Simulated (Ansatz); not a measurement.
Crystal: MnS.

```
Mn S
1.0
     0.00000    2.60450    2.60450
     2.60450    0.00000    2.60450
     2.60450    2.60450    0.00000
Mn S
1 1
Cartesian
  0.0000 0.0000 0.0000
  2.6045 2.6045 2.6045
```

* Program: Ansatz 0.2.0
* Task: relaxation of cell and atoms
* Functional: BLYP
* Dispersion: D4
* Potentials or basis: Ansatz PAW
* Cutoff: 420 eV (not typed: the program's choice for these potentials)
* k mesh: 9 × 9 × 9
* Occupations: fermi-dirac, width 0.05 eV
* Spin: collinear spin, ferromagnetic start
* Starting moments: [4.0, 0.0] μB

At the start: volume 17.67 Å³/atom.

**Question.** Where does the relaxation end?

**Answer.** It ends after 6 steps and the volume is 15.36 Å³/atom (-13.1 %); space group Fm-3m (No. 225, to 0.05 Å); moment 4.02 μB per cell.

Step by step:
```tsv
step	energy change (eV)	largest force (eV/Å)	volume (Å³)
1	0.0000	0.0000	35.33
2	-0.0546	0.0000	33.27
3	-0.0806	0.0000	30.91
4	-0.0808	0.0000	30.59
5	-0.0809	0.0000	30.72
6	-0.0801	0.0000	30.72
```

Final structure:
```cif
data_structure
_symmetry_space_group_name_H-M 'P 1'
_symmetry_Int_Tables_number 1
_cell_length_a 3.5152
_cell_length_b 3.5152
_cell_length_c 3.5152
_cell_angle_alpha 60.000
_cell_angle_beta 60.000
_cell_angle_gamma 60.000
_cell_volume 30.72
loop_
_atom_site_label
_atom_site_type_symbol
_atom_site_fract_x
_atom_site_fract_y
_atom_site_fract_z
_atom_site_occupancy
Mn1 Mn 0.00000 0.00000 0.00000 1
S1 S 0.50000 0.50000 0.50000 1
```

Caveat: the plane-wave basis is chosen anew once the cell has moved, so the energies of steps on either side of that aren't comparable; the volume moved by -13 % from the deposited cell, more than functionals usually miss; a cell with one magnetic atom can't hold antiferromagnetic order, which such compounds often take; pairwise dispersion overbinds metals, which lowers pressure and volume; the PAW data sets come from PBE, with cores solved anew for the run's functional, which leaves a small shift of forces and pressure.
